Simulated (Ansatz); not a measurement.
# Vanadium, fcc under r²SCAN: ground state and equation of state

What does r²SCAN give for vanadium in the fcc structure? We relax it, solve it on a dense k-mesh, then scale the cell to 7 volumes from 88 to 112 % of the relaxed one and try a fit of the equation of state. The start is ferromagnetic. The k-meshes are 14×14×14 for the relaxation; 23×23×23 for the dense run; 23×23×23 for the volumes.

This is V in the fcc structure; at room conditions it is bcc.

Method: DFT r2SCAN, plane waves (500 eV) with PAW, scalar-relativistic; PBE-made PAW files, in Ansatz 0.2.0.

### 1 Starting point

The structure is cubic, space group Fm-3m (No. 225). Conventional cell: a = 3.810 Å, b = 3.810 Å, c = 3.810 Å, α = 90.00°, β = 90.00°, γ = 90.00°. V (site symmetry m-3m) is surrounded by 12 V at 2.69 Å.

Coordinates:

```
CELL_PARAMETERS angstrom
0.00000 1.90500 1.90500
1.90500 0.00000 1.90500
1.90500 1.90500 0.00000
ATOMIC_POSITIONS crystal
V 0.00000 0.00000 0.00000
```

Starting moments (μB): +1.

### 2 Relaxing cell and atoms

input.yaml reads:

```yaml
crystal:
  lattice:
    - [0.0, 1.9050006274, 1.9050006274]
    - [1.9050006274, 0.0, 1.9050006274]
    - [1.9050006274, 1.9050006274, 0.0]
  atoms:
    - { symbol: V, position: [0.0, 0.0, 0.0], spin: 1.0 }
hamiltonian:
  xc: r2scan
  pseudopotentials:
    kind: paw
    azcp:
      V: "pseudopotentials/V.paw.azcp"
basis:
  ecutwfc: 500
  fft_grid_basis: typed
kpoints:
  mp_grid: { grid: [14, 14, 14], shift: [0, 0, 0] }
magnetization:
  spin_polarized: true
scf:
  occupations: { method: fermi_dirac, width: 0.05 }
relax:
  max_steps: 60
  f_tol: 0.01
  cell: {}
```

The log of the run, shortened:

```text
Warning: RAYON_NUM_THREADS=2 ignored (pool sized by the plan → 2); use --threads N
[...]
Pseudopotentials: kind: paw
Pseudopotential: V, paw, valence charge 13, recommended cutoff 500 eV (meta_gga), <dir>
Functional definition: r2SCAN
[...]
Crystal: 1 atoms, lattice volume = 13.827 Å³
Basis set: ecut = 500 eV, 339 PW (Γ), exchange–correlation on 80×80×80 points (64 copies of the dense FFT grid, shifted against one another)
Bands: 11, of which v1, the nominal top of the filled ones, is band 7 counted from 1 (6 counted from 0)
Symmetry: 48 space group operations
Space group: Fm-3m (ITA 225), of the structure as read, at distance tolerance 2.4e-5 Å
Magnetic group: BNS 225.116 (UNI 1618), of the structure as read, at distance tolerance 2.4e-5 Å
k-points: 104 of 2744
[...]
Starting moments: Σ|m| = 1 μB on 1 of 1 site
[...]
SCF iter   1: F=—  HF=-2917.381832 eV  |F-HF|=—  |Δ(HF+E_count)|=         —  Δρ=8.10e-2 (↑8.10e-2 ↓3.48e-2)  dr2=1.56e0  dr2_τ=8.19e-3  dr2_m=8.96e-2  M=0.715 μB ∫|m|=0.716 μB  β_m=1.00  ethr=3.10e-3  ⟨swp⟩=4.2  Hψ=11081  notcnv=0
[...]
WARN: the starting moments were not kept: the SCF closed with an absolute magnetisation of 3.3e-7 μB, where they sum to 1 μB in size (1 site). That is at most 0.1 of that sum. Measured as dr2_m measures the in/out step, that magnetisation stands 8.1e-14 eV from none, at or under the [...]
relax step   1: F+E_penalty+E_count = -2916.83023889 eV  Δ(F+E_penalty+E_count) = +0.000e0 eV  max|allowed force component| = 0.000e0 eV/Å  Δτ_max = 0.0000 Å  P = -1.483 GPa  Ω = 13.827 Å³  (19 SCF iters, dr2 threshold 1.00e-7 eV, accepted)
[...]
relax step   4: F+E_penalty+E_count = -2916.83075398 eV  Δ(F+E_penalty+E_count) = +3.444e-5 eV  max|allowed force component| = 0.000e0 eV/Å  Δτ_max = 0.0000 Å  P = -0.008 GPa  Ω = 13.717 Å³  stress off target by 7.88e-3 GPa  SCF on the basis re-selected at this cell (its energy is not [...]
SCF converged after 9 iterations
Stability not checked: this state was not tested for a lower state beside it, because the mixer in use, unlike msr1, does not test its closes by its own steps (another_mixer; see scf.mixing.algorithm and scf.lower_state_search)
Magnetization: -0.0000 μB (6.5000 up, 6.5000 down)
Absolute magnetization: 0.0000 μB (∫|ρ↑−ρ↓|, with the PAW one-centre terms)
Spin contamination: 0.0000 ħ² per cell (⟨S²⟩ above its minimum at these occupations)
Per-site moments (μB) at R_I (Å): [(-5.617649055079963e-10, 1.1083739903942917)]
Free energy (F): -2916.830754 eV
[...]
E sigma→0 (E₀):  -2916.825527 eV
Entropy (-TS):   -0.010453 eV (-10.453 meV/atom)
Fermi energy:    16.453339 eV
[...]
--- Forces (eV/Å), atoms counted from 1 ---
  atom   1  V     -0.00000000    -0.00000000     0.00000000
[...]
--- Stress (GPa, compression-positive) ---
       -0.007881       0.000000      -0.000000
        0.000000      -0.007881       0.000000
        0.000000       0.000000      -0.007881
  P = ⅓ Tr σ = -0.0079 GPa (-0.079 kbar)
--- Relaxed structure (3 steps of the walk, 3 accepted, 1 SCFs on fresh bases) ---
  F+E_penalty+E_count = -2916.83075398 eV   max|allowed force component| = 0.000e0 eV/Å   (the final SCF, on the basis selected at the relaxed cell)
  cell:  # Å, volume = 13.7174 Å³
    - [2.229225264391821e-34, 1.8999727629056897, 1.8999727629056897]
    - [1.8999727629056897, 3.184607520559741e-35, 1.8999727629056897]
    - [1.8999727629056897, 1.8999727629056897, -2.547686016447795e-35]
  atoms:
    - { symbol: V, position: [0.0, 0.0, 0.0] }
```

Run time: 15 s. Hardware: 2 threads of an Arm CPU, shared host; peak memory 0.33 GiB.

The walk, from the log:

```csv
step,energy change (meV/atom),largest force (eV/Å),pressure (GPa),volume (Å³/atom)
1,0.00,0.0000,-1.48,13.827
2,-0.53,0.0000,0.38,13.689
3,-0.55,0.0000,0.00,13.717
4,-0.52,0.0000,-0.01,13.717
```

Steps that repeat a cell are solved on a basis chosen anew, so their changes of energy are no gain of the relaxation.

The cell of the run, before and after:

|  | before | after | change |
| --- | --- | --- | --- |
| a (Å) | 2.694 | 2.687 | -0.3 % |
| b (Å) | 2.694 | 2.687 | -0.3 % |
| c (Å) | 2.694 | 2.687 | -0.3 % |
| volume (Å³/atom) | 13.827 | 13.717 | -0.8 % |
| shortest distance (Å) | 2.694 | 2.687 | -0.3 % |
| space group (spins left aside) | Fm-3m | Fm-3m | same |

### 3 Dense single point

input.yaml reads:

```yaml
crystal:
  lattice:
    - [0.0, 1.8999727629, 1.8999727629]
    - [1.8999727629, 0.0, 1.8999727629]
    - [1.8999727629, 1.8999727629, 0.0]
  atoms:
    - { symbol: V, position: [0.0, 0.0, 0.0], spin: 1.0 }
hamiltonian:
  xc: r2scan
  pseudopotentials:
    kind: paw
    azcp:
      V: "pseudopotentials/V.paw.azcp"
basis:
  ecutwfc: 500
  fft_grid_basis: typed
kpoints:
  mp_grid: { grid: [23, 23, 23], shift: [0, 0, 0] }
magnetization:
  spin_polarized: true
scf:
  occupations: { method: fermi_dirac, width: 0.05 }
```

The log of the run, shortened:

```text
Warning: RAYON_NUM_THREADS=2 ignored (pool sized by the plan → 2); use --threads N
[...]
[... 3 set-up lines as earlier in the session ...]
[...]
Crystal: 1 atoms, lattice volume = 13.717 Å³
Basis set: ecut = 500 eV, 339 PW (Γ), exchange–correlation on 80×80×80 points (64 copies of the dense FFT grid, shifted against one another)
Bands: 11, of which v1, the nominal top of the filled ones, is band 7 counted from 1 (6 counted from 0)
[... 2 set-up lines as earlier in the session ...]
Magnetic group: BNS 225.116 (UNI 1618), of the structure as read, at distance tolerance 2.4e-5 Å
k-points: 364 of 12167
[...]
Starting moments: Σ|m| = 1 μB on 1 of 1 site
[...]
SCF iter   1: F=—  HF=-2917.373728 eV  |F-HF|=—  |Δ(HF+E_count)|=         —  Δρ=8.13e-2 (↑8.13e-2 ↓3.51e-2)  dr2=1.56e0  dr2_τ=8.27e-3  dr2_m=8.94e-2  M=0.714 μB ∫|m|=0.715 μB  β_m=1.00  ethr=3.10e-3  ⟨swp⟩=4.2  Hψ=38539  notcnv=0
[...]
SCF iter  16: F=-2916.828873 eV  HF=-2916.828873 eV  |F-HF|=3.27e-11  |Δ(HF+E_count)|=   6.50e-9  Δρ=6.87e-7 (↑6.87e-7 ↓3.00e-7)  dr2=1.12e-10  dr2_τ=7.66e-13  dr2_m=6.95e-12  M=0.000 μB ∫|m|=0.000 μB  ethr=1.00e-12  ⟨swp⟩=1.0  Hψ=23952  notcnv=0
[...]
WARN: the starting moments were not kept: the SCF closed with an absolute magnetisation of 1.0e-5 μB, where they sum to 1 μB in size (1 site). That is at most 0.1 of that sum. Measured as dr2_m measures the in/out step, that magnetisation stands 7.8e-11 eV from none, at or under the [...]
this state was not tested for a lower state beside it, because the mixer in use, unlike msr1, does not test its closes by its own steps (another_mixer; see scf.mixing.algorithm and scf.lower_state_search)
SCF converged after 16 iterations
Magnetization: 0.0000 μB (6.5000 up, 6.5000 down)
Absolute magnetization: 0.0000 μB (∫|ρ↑−ρ↓|, with the PAW one-centre terms)
Spin contamination: 0.0000 ħ² per cell (⟨S²⟩ above its minimum at these occupations)
Per-site moments (μB) at R_I (Å): [(9.196983843070592e-6, 1.1083739903909726)]
Free energy (F): -2916.828873 eV
[...]
E sigma→0 (E₀):  -2916.822557 eV
Entropy (-TS):   -0.012631 eV (-12.631 meV/atom)
Fermi energy:    16.453792 eV
[...]
```

Run time: 15 s. Hardware: 2 threads of an Arm CPU, shared host; peak memory 0.41 GiB.

### 4 Equation of state: 88 %

input.yaml: that of step 3 with these lines changed.

```diff
@@ -2,5 +2,5 @@
   lattice:
-    - [0.0, 1.8999727629, 1.8999727629]
-    - [1.8999727629, 0.0, 1.8999727629]
-    - [1.8999727629, 1.8999727629, 0.0]
+    - [0.0, 1.8207134448, 1.8207134448]
+    - [1.8207134448, 0.0, 1.8207134448]
+    - [1.8207134448, 1.8207134448, 0.0]
   atoms:
@@ -22 +22,3 @@
   occupations: { method: fermi_dirac, width: 0.05 }
+output:
+  stress: true
```

The log of the run, shortened:

```text
Warning: RAYON_NUM_THREADS=2 ignored (pool sized by the plan → 2); use --threads N
[...]
[... 3 set-up lines as earlier in the session ...]
[...]
Crystal: 1 atoms, lattice volume = 12.071 Å³
Basis set: ecut = 500 eV, 331 PW (Γ), exchange–correlation on 80×80×80 points (64 copies of the dense FFT grid, shifted against one another)
Bands: 11, of which v1, the nominal top of the filled ones, is band 7 counted from 1 (6 counted from 0)
[... 1 set-up line as earlier in the session ...]
Space group: Fm-3m (ITA 225), of the structure as read, at distance tolerance 2.3e-5 Å
Magnetic group: BNS 225.116 (UNI 1618), of the structure as read, at distance tolerance 2.3e-5 Å
k-points: 364 of 12167
[...]
Starting moments: Σ|m| = 1 μB on 1 of 1 site
[...]
SCF iter   1: F=—  HF=-2916.978576 eV  |F-HF|=—  |Δ(HF+E_count)|=         —  Δρ=9.09e-2 (↑9.09e-2 ↓3.67e-2)  dr2=1.53e0  dr2_τ=1.09e-2  dr2_m=1.16e-1  M=0.664 μB ∫|m|=0.665 μB  β_m=0.89  ethr=3.10e-3  ⟨swp⟩=4.4  Hψ=38990  notcnv=0
[...]
WARN: the starting moments were not kept: the SCF closed with an absolute magnetisation of 1.7e-6 μB, where they sum to 1 μB in size (1 site). That is at most 0.1 of that sum. Measured as dr2_m measures the in/out step, that magnetisation stands 2.7e-12 eV from none, at or under the [...]
this state was not tested for a lower state beside it, because the mixer in use, unlike msr1, does not test its closes by its own steps (another_mixer; see scf.mixing.algorithm and scf.lower_state_search)
SCF converged after 19 iterations
Magnetization: -0.0000 μB (6.5000 up, 6.5000 down)
Absolute magnetization: 0.0000 μB (∫|ρ↑−ρ↓|, with the PAW one-centre terms)
Spin contamination: 0.0000 ħ² per cell (⟨S²⟩ above its minimum at these occupations)
Per-site moments (μB) at R_I (Å): [(-1.6313003788900131e-6, 1.062137029317869)]
Free energy (F): -2916.686871 eV
[...]
E sigma→0 (E₀):  -2916.681398 eV
Entropy (-TS):   -0.010946 eV (-10.946 meV/atom)
Fermi energy:    19.091336 eV
[...]
--- Stress (GPa, compression-positive) ---
       30.414977       0.000000       0.000000
        0.000000      30.414977       0.000000
        0.000000      -0.000000      30.414977
  P = ⅓ Tr σ = 30.4150 GPa (304.150 kbar)
```

It took 14 s on 2 threads of an Arm CPU, shared host; peak memory 0.42 GiB.

### 5 Equation of state: 92 %

input.yaml: that of step 4 with these lines changed.

```diff
@@ -2,5 +2,5 @@
   lattice:
-    - [0.0, 1.8207134448, 1.8207134448]
-    - [1.8207134448, 0.0, 1.8207134448]
-    - [1.8207134448, 1.8207134448, 0.0]
+    - [0.0, 1.8478922793, 1.8478922793]
+    - [1.8478922793, 0.0, 1.8478922793]
+    - [1.8478922793, 1.8478922793, 0.0]
   atoms:
```

The log of the run, shortened:

```text
Warning: RAYON_NUM_THREADS=2 ignored (pool sized by the plan → 2); use --threads N
[...]
[... 3 set-up lines as earlier in the session ...]
[...]
Crystal: 1 atoms, lattice volume = 12.620 Å³
Basis set: ecut = 500 eV, 331 PW (Γ), exchange–correlation on 80×80×80 points (64 copies of the dense FFT grid, shifted against one another)
Bands: 11, of which v1, the nominal top of the filled ones, is band 7 counted from 1 (6 counted from 0)
[... 2 set-up lines as earlier in the session ...]
Magnetic group: BNS 225.116 (UNI 1618), of the structure as read, at distance tolerance 2.3e-5 Å
k-points: 364 of 12167
[...]
Starting moments: Σ|m| = 1 μB on 1 of 1 site
[...]
SCF iter   1: F=—  HF=-2917.180598 eV  |F-HF|=—  |Δ(HF+E_count)|=         —  Δρ=8.78e-2 (↑8.78e-2 ↓3.61e-2)  dr2=1.55e0  dr2_τ=9.84e-3  dr2_m=1.07e-1  M=0.679 μB ∫|m|=0.680 μB  β_m=0.93  ethr=3.10e-3  ⟨swp⟩=4.3  Hψ=38956  notcnv=0
[...]
WARN: the starting moments were not kept: the SCF closed with an absolute magnetisation of 4.9e-7 μB, where they sum to 1 μB in size (1 site). That is at most 0.1 of that sum. Measured as dr2_m measures the in/out step, that magnetisation stands 2.8e-13 eV from none, at or under the [...]
this state was not tested for a lower state beside it, because the mixer in use, unlike msr1, does not test its closes by its own steps (another_mixer; see scf.mixing.algorithm and scf.lower_state_search)
SCF converged after 19 iterations
Magnetization: -0.0000 μB (6.5000 up, 6.5000 down)
Absolute magnetization: 0.0000 μB (∫|ρ↑−ρ↓|, with the PAW one-centre terms)
Spin contamination: 0.0000 ħ² per cell (⟨S²⟩ above its minimum at these occupations)
Per-site moments (μB) at R_I (Å): [(-3.0034993245508653e-7, 1.077992158316119)]
Free energy (F): -2916.769673 eV
[...]
E sigma→0 (E₀):  -2916.763811 eV
Entropy (-TS):   -0.011724 eV (-11.724 meV/atom)
Fermi energy:    18.139143 eV
[...]
--- Stress (GPa, compression-positive) ---
       18.329545      -0.000000       0.000000
        0.000000      18.329545      -0.000000
        0.000000      -0.000000      18.329545
  P = ⅓ Tr σ = 18.3295 GPa (183.295 kbar)
```

Run time: 14 s. Hardware: 2 threads of an Arm CPU, shared host; peak memory 0.42 GiB.

[end of part 1 of 2]
